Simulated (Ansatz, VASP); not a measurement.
# TaAgS3: VASP beside Ansatz

One calculation is typed for both programs; each brings its own data sets. How far apart do they land? The cell is generated by rule, not measured, and may not be a known phase. The cell is taken from a series of runs on this material, whose earlier steps may have relaxed, scaled, displaced or heated it; both programs get it as it stands.

Main program and level: Ansatz 0.2.0; plane waves, with VASP 6.6.1 beside it; PBE.

## 1. Set-up

It takes space group P4/mbm (No. 127, tetragonal). The conventional cell has a = 6.591 Å, b = 6.591 Å, c = 4.706 Å, α = 90.00°, β = 90.00°, γ = 90.00°. Ag has 8 S at 2.79 to 3.30 Å nearest. Nearest to Ta lie 6 S at 2.35 to 2.47 Å. S has 2 Ta at 2.47 Å and 2 Ag at 2.79 Å nearest. Nearest to S lie 2 Ta at 2.35 Å and 4 Ag at 3.30 Å. Farther neighbours and most contacts between anions are not listed.

## 2. Ansatz: relaxation of cell and atoms, PBE, pair 1

Ansatz runs on its PAW soft_1 files.

The relaxed volume is the usual yardstick between codes: in a stiff, nearly cubic crystal its relative difference is about their pressure difference at one cell divided by the bulk modulus.

input.yaml

```yaml
crystal:
  lattice:
    - [6.5910688876, 0.0, 0.0]
    - [0.0, 6.5910688876, 0.0]
    - [0.0, 0.0, 4.7064650758]
  atoms:
    - { symbol: Ag, position: [0.0, 0.5, 0.0] }
    - { symbol: Ag, position: [0.5, 0.0, 0.0] }
    - { symbol: Ta, position: [0.0, 0.0, 0.5] }
    - { symbol: Ta, position: [0.5, 0.5, 0.5] }
    - { symbol: S, position: [0.1615673668, 0.6615673668, 0.5] }
    - { symbol: S, position: [0.8384326332, 0.3384326332, 0.5] }
    - { symbol: S, position: [0.6615673668, 0.8384326332, 0.5] }
    - { symbol: S, position: [0.3384326332, 0.1615673668, 0.5] }
    - { symbol: S, position: [0.0, 0.0, 0.0] }
    - { symbol: S, position: [0.5, 0.5, 0.0] }
kpoints:
  mp_grid: { grid: [6, 6, 8] }
hamiltonian:
  xc: pbe
  pseudopotentials: { kind: paw, azcp: { folder: soft_1 } }
scf:
  occupations: { method: methfessel_paxton, width: 0.2 }
output:
  forces: true
  stress: true
  eigenvalues: true
relax:
  adjacent_minimum: "off"
  f_tol: 0.001
  max_steps: 60
  cell: { stress_tol: 0.01 }
```

On the command line:

```console
$ ansatz run input.yaml --threads 4 --pin off --max-ram 16384MiB --backend cpu --events-out ev --progress --plain --runs-dir out
```

Numbers of over 12 decimals in the logs are rounded to 6 here.

What it wrote:

```text
Engine: ansatz 0.2.0, aarch64-unknown-linux-gnu
Pseudopotentials: kind: paw
Pseudopotential: Ag, paw, valence charge 19, recommended cutoff 420 eV (normal), soft_1/Ag.paw.azcp
Pseudopotential: Ta, paw, valence charge 13, recommended cutoff 420 eV (normal), soft_1/Ta.paw.azcp
Pseudopotential: S, paw, valence charge 6, recommended cutoff 420 eV (normal), soft_1/S.paw.azcp
Functional definition: PBE
  parameter kappa = 0.804
  parameter beta = 0.066725
  exchange = pbe_x(kappa = kappa, mu = beta*pi^2/3)
  correlation = pbe_c(beta = beta)
Crystal: 10 atoms, lattice volume = 204.459 Å³
Basis set: ecut = 420 eV, 3991 PW (Γ), exchange–correlation on 90×90×64 points (8 copies of the dense FFT grid, shifted against one another)
Bands: 60, of which v1, the nominal top of the filled ones, is band 50 counted from 1 (49 counted from 0)
Symmetry: 16 space group operations
Space group: P4/mbm (ITA 127), of the structure as read, at distance tolerance 5.9e-5 Å
k-points: 50 of 288
Non-local potential: Ag, projectors of the file, l = 0: 3, l = 1: 2, l = 2: 2, l = 3: 1
Non-local potential: Ta, projectors of the file, l = 0: 3, l = 1: 2, l = 2: 2, l = 3: 1
Non-local potential: S, projectors of the file, l = 0: 2, l = 1: 2, l = 2: 1
PAW form: soft (Blöchl's): semilocal exchange-correlation on the pseudo side does not see the compensation charge
PAW one-centre angular grid: Ag, 590 points (default); XC on 64 Gauss nodes
PAW one-centre angular grid: Ta, 590 points (default); XC on 64 Gauss nodes
PAW one-centre angular grid: S, 110 points (default); XC on 64 Gauss nodes
Initial density: superposition of atomic densities (chi_scale 0.1, normalization cell, long waves kept (reshape's long-wave potential 0.00 eV rms))
Initial wavefunctions: pseudopotential atomic-orbital guess
Functional: x = pbe(κ = 0.804, μ = 0.219515), c = pbe(β = 0.066725)
SCF iter   1: F=—  HF=-40465.301402 eV  |F-HF|=—  |Δ(HF+E_count)|=         —  Δρ=3.15e-2  dr2=3.29e0  ethr=3.10e-3  ⟨swp⟩=6.5  Hψ=11788  notcnv=0
preconditioner: auto → Kerker (q_TF=auto, 2.422 Å⁻¹)  [metal: Δε(μ)=0.066 eV  Ē_g=6.908 eV  σ=0.200 eV  W_gap=0.27  n_scr=46 (ndim 8)  ℏωp=21.4 eV  f_vac=0.000  D(μ)=2.79/eV (n_scr^D=10)]
SCF iter   2: F=—  HF=-40464.888889 eV  |F-HF|=—  |Δ(HF+E_count)|=   4.13e-1  S|Δr|=    0.00e0  Δρ=1.91e-2  dr2=1.34e0  ethr=3.10e-3  ⟨swp⟩=1.0  Hψ=3450  notcnv=0  defer=5
SCF iter   3: F=—  HF=-40464.598953 eV  |F-HF|=—  |Δ(HF+E_count)|=   2.90e-1  S|Δr|=    0.00e0  Δρ=4.05e-3  dr2=5.89e-2  ethr=1.34e-3  ⟨swp⟩=2.2  Hψ=4684  notcnv=0  defer=5
SCF iter   4: F=—  HF=-40464.589786 eV  |F-HF|=—  |Δ(HF+E_count)|=   9.17e-3  S|Δr|=    0.00e0  Δρ=1.27e-3  dr2=7.72e-3  ethr=5.89e-5  ⟨swp⟩=2.2  Hψ=5164  notcnv=0  defer=162
SCF iter   5: F=—  HF=-40464.589707 eV  |F-HF|=—  |Δ(HF+E_count)|=   7.89e-5  S|Δr|=    0.00e0  Δρ=5.69e-4  dr2=8.40e-4  ethr=7.72e-6  ⟨swp⟩=2.0  Hψ=4208  notcnv=0  defer=162
SCF iter   6: F=—  HF=-40464.589983 eV  |F-HF|=—  |Δ(HF+E_count)|=   2.76e-4  S|Δr|=    0.00e0  Δρ=2.60e-4  dr2=1.42e-4  ethr=8.40e-7  ⟨swp⟩=2.1  Hψ=5108  notcnv=0  defer=162
SCF iter   7: F=—  HF=-40464.590033 eV  |F-HF|=—  |Δ(HF+E_count)|=   4.98e-5  S|Δr|=    0.00e0  Δρ=6.64e-5  dr2=1.93e-5  ethr=1.42e-7  ⟨swp⟩=2.0  Hψ=5065  notcnv=0  defer=162
SCF iter   8: F=—  HF=-40464.590267 eV  |F-HF|=—  |Δ(HF+E_count)|=   2.34e-4  S|Δr|=    0.00e0  Δρ=2.21e-5  dr2=1.60e-6  ethr=1.93e-8  ⟨swp⟩=2.0  Hψ=4489  notcnv=0  defer=162
SCF iter   9: F=—  HF=-40464.590267 eV  |F-HF|=—  |Δ(HF+E_count)|=   3.22e-7  S|Δr|=    0.00e0  Δρ=5.41e-6  dr2=1.14e-7  ethr=1.60e-9  ⟨swp⟩=2.0  Hψ=4229  notcnv=0  defer=162
SCF iter  10: F=-40464.590267 eV  HF=-40464.590267 eV  |F-HF|=2.74e-9  |Δ(HF+E_count)|=   2.55e-8  S|Δr|=    0.00e0  Δρ=1.36e-6  dr2=4.26e-9  ethr=1.00e-10  ⟨swp⟩=11.7  Hψ=12689  notcnv=0
SCF 1 converged in 10 iterations: F = -40464.590267 eV  dr2 = 4.26e-9
  greatest PAW one-centre occupation: 1.001 electrons in one spin orbital (limit 2), on the Ag atom at site 1 (counted from 0), in its partial waves of l = 0
relax step   1: F+E_penalty+E_count = -40464.59026742 eV  Δ(F+E_penalty+E_count) = +0.000e0 eV  max|allowed force component| = 1.137e-4 eV/Å  Δτ_max = 0.0000 Å  P = -0.001 GPa  Ω = 204.459 Å³  (10 SCF iters, dr2 threshold 1.00e-7 eV, accepted)
Initial density: handed on by an earlier stage of this run
Initial wavefunctions: pseudopotential atomic-orbital guess (no wavefunctions were taken with the density)
iter 1 solved again at ethr=1.96e-6 eV; its pass at ethr=3.10e-3 eV (dr2=1.96e-3 eV) is discarded
SCF iter   1: F=—  HF=-40464.590030 eV  |F-HF|=—  |Δ(HF+E_count)|=         —  Δρ=3.83e-6  dr2=2.30e-8  ethr=1.96e-6  ⟨swp⟩=3.2  Hψ=19657  notcnv=0
eigensolver tolerance schedule: the retry pair's looser diagonalisation over-reported the residual by 85195.28 of it (diagonalisation noise at an unbounded share of the residual, at the tolerance the schedule requests for it); recorded, not acted on — ethr = c·dr2/N_el stays at c = 1.0e-1
preconditioner: auto → Kerker (q_TF=auto, 2.422 Å⁻¹)  [metal: Δε(μ)=0.064 eV  Ē_g=7.156 eV  σ=0.200 eV  W_gap=0.26  n_scr=46 (ndim 8)  ℏωp=21.4 eV  f_vac=0.006  D(μ)=1.38/eV (n_scr^D=4)]
SCF iter   2: F=—  HF=-40464.590267 eV  |F-HF|=—  |Δ(HF+E_count)|=   2.37e-4  S|Δr|=    0.00e0  Δρ=1.59e-6  dr2=3.84e-9  ethr=2.30e-11  ⟨swp⟩=4.5  Hψ=9355  notcnv=0
SCF iter   3: F=—  HF=-40464.590267 eV  |F-HF|=—  |Δ(HF+E_count)|=  8.73e-10  S|Δr|=    0.00e0  Δρ=1.09e-6  dr2=2.09e-9  ethr=3.84e-12  ⟨swp⟩=1.1  Hψ=3004  notcnv=0
SCF iter   4: F=—  HF=-40464.590267 eV  |F-HF|=—  |Δ(HF+E_count)|=   1.17e-9  S|Δr|=    0.00e0  Δρ=2.99e-7  dr2=1.65e-10  ethr=2.09e-12  ⟨swp⟩=2.0  Hψ=4591  notcnv=0
SCF iter   5: F=—  HF=-40464.590267 eV  |F-HF|=—  |Δ(HF+E_count)|=  5.09e-11  S|Δr|=    0.00e0  Δρ=1.40e-7  dr2=3.18e-11  ethr=1.00e-12  ⟨swp⟩=1.0  Hψ=3000  notcnv=0
SCF iter   6: F=—  HF=-40464.590267 eV  |F-HF|=—  |Δ(HF+E_count)|=  7.28e-12  S|Δr|=    0.00e0  Δρ=5.34e-8  dr2=5.26e-12  ethr=1.00e-12  ⟨swp⟩=1.0  Hψ=3000  notcnv=0
SCF iter   7: F=-40464.590267 eV  HF=-40464.590267 eV  |F-HF|=0.00e0  |Δ(HF+E_count)|=    0.00e0  S|Δr|=    0.00e0  Δρ=2.91e-8  dr2=1.57e-12  ethr=1.00e-12  ⟨swp⟩=6.8  Hψ=12502  notcnv=0
SCF 2 converged in 7 iterations: F = -40464.590267 eV  dr2 = 1.57e-12
relax step   2: F+E_penalty+E_count = -40464.59026742 eV  Δ(F+E_penalty+E_count) = -1.070e-9 eV  max|allowed force component| = 1.153e-4 eV/Å  Δτ_max = 0.0000 Å  P = -0.001 GPa  Ω = 204.459 Å³  stress off target by 2.29e-3 GPa  SCF on the basis re-selected at this cell (its energy is not comparable with the rows above)  (7 SCF iters)
basis re-selected at this cell: Δ(F+E_penalty+E_count) = -1.070e-9 eV, ΔP = +0.000 GPa vs the last step (what re-selecting the basis moved, of the pressure what is left beyond the Pulay correction that the steps carried, after the strain that the cell walked since its last selection, with what the two solves' SCF thresholds leave and, on support functions, any second-order correction that the steps lacked; it is no m [...]
SCF converged after 7 iterations
Stability not checked: this state was not tested for a lower state beside it, because cold or Methfessel-Paxton smearing, or corrected tetrahedra, fill the levels in a way that the test cannot read (fill_not_monotonic; see scf.lower_state_search)
Free energy (F): -40464.590267 eV
Harris-Foulkes:  -40464.590267 eV  (|F-HF|=0.00e0)
Internal energy: -40464.600726 eV  (E = F + TS)
E sigma→0 (E₀):  -40464.592882 eV
Entropy (-TS):   0.010458 eV (1.046 meV/atom)
Fermi energy:    9.166911 eV
Step filling:    the computed levels leave a gap of 0.0135 eV = 0.1 smearing widths at the electron count; against every level under it full and every level over it empty, smearing changes F+E_penalty+E_count by +1.280 meV and its σ→0 estimate by -1.335 meV
--- Per-component energies (eV) ---
  E_band       = -1111.797696
  E_kinetic    = 2348.739374
  E_local      = -8637.718205  (includes V_loc(G=0)·N_el)
  E_nonlocal   = 252.453956
  E_hartree    = 3776.057358
  E_xc         = -1487.442039
  E_vxc        = -1357.168860  (∫ρ·V_xc dr)
  E_paw        = -28175.342622  (= ΣΔE_a)
  E_vpaw       = -1270.219708  (= ΣTr[D̂ρ^β])
  E_aug_tail   = 0.000956  (compensation charges beyond the density's cutoff)
  E_ewald      = -8541.349502
  E_smearing   = 0.010458  (= −TS)
  E_closure    = 0.000000  (closes the sum)
  Σ components = -40464.590267   (vs F -40464.590267, Δ=0.00e0)
--- Forces (eV/Å), atoms counted from 1 ---
  atom   1  Ag     0.00000000     0.00000000     0.00000000
  atom   2  Ag     0.00000000    -0.00000000     0.00000000
  atom   3  Ta     0.00000000     0.00000000     0.00000000
  atom   4  Ta     0.00000000    -0.00000000     0.00000000
  atom   5  S     -0.00011535    -0.00011535     0.00000000
  atom   6  S      0.00011535     0.00011535     0.00000000
  atom   7  S     -0.00011535     0.00011535     0.00000000
  atom   8  S      0.00011535    -0.00011535     0.00000000
  atom   9  S      0.00000000     0.00000000     0.00000000
  atom  10  S      0.00000000    -0.00000000     0.00000000
  max |Σ_I F_I| component: 1.73e-18 eV/Å
--- Stress (GPa, compression-positive) ---
       -0.001925       0.000000       0.000000
        0.000000      -0.001925       0.000000
        0.000000       0.000000       0.002288
  P = ⅓ Tr σ = -0.0005 GPa (-0.005 kbar)
--- Band table (eV; the first three rows and the last of 50) ---
  k-point 0: bands = [... 46 lower, 8.0282, 8.0438, 8.9289, 8.9289, 8.9517, 8.9517, 9.4192, 10.0522, ... 6 higher]
  k-point 1: bands = [... 46 lower, 8.1050, 8.1050, 9.0518, 9.0518, 9.4210, 9.5859, 9.5859, 10.0529, ... 6 higher]
  k-point 2: bands = [... 46 lower, 8.5255, 8.5255, 9.3635, 9.3635, 9.4253, 10.0419, 10.6088, 10.6088, ... 6 higher]
  k-point 49: bands = [... 46 lower, 7.5534, 7.5534, 8.9500, 8.9500, 10.7113, 10.7113, 11.3796, 11.3796, ... 6 higher]
--- Relaxed structure (1 steps of the walk, 1 accepted, 1 SCFs on fresh bases) ---
  F+E_penalty+E_count = -40464.59026742 eV   max|allowed force component| = 1.153e-4 eV/Å   (the final SCF, on the basis selected at the relaxed cell)
  cell:  # Å, volume = 204.4591 Å³
    - [6.5910688876, 0.0, 0.0]
    - [0.0, 6.5910688876, 0.0]
    - [0.0, 0.0, 4.7064650758]
  atoms:
    - { symbol: Ag, position: [0.0, 0.5, 0.0] }
    - { symbol: Ag, position: [0.5, 0.0, 0.0] }
    - { symbol: Ta, position: [0.0, 0.0, 0.5] }
    - { symbol: Ta, position: [0.5, 0.5, 0.5] }
    - { symbol: S, position: [0.1615673668, 0.661567, 0.5] }
    - { symbol: S, position: [0.838433, 0.338433, 0.5] }
    - { symbol: S, position: [0.661567, 0.838433, 0.5] }
    - { symbol: S, position: [0.338433, 0.1615673668, 0.5] }
    - { symbol: S, position: [0.0, 0.0, 0.0] }
    - { symbol: S, position: [0.5, 0.5, 0.0] }
```

Reading the cycles: dr2 is the Hartree energy of the density residual (eV), the measure of convergence; HF is the Harris–Foulkes estimate of the energy, which meets the free energy F at convergence.

(Continued in part 2 of 3.)

[Lines on the potential files, build, host, timing and source positions are cut from VASP's logs without a mark.]

[Logs are printed without paths, hosts, clocks, repeated set-up lines and the standing remarks that a program may print on its own settings, such as how far it seeks lower states.]

[Hosts, paths, dates, database ids (printed as entryN), source tags and the programs' standing remarks are cut or masked in the printed files.]
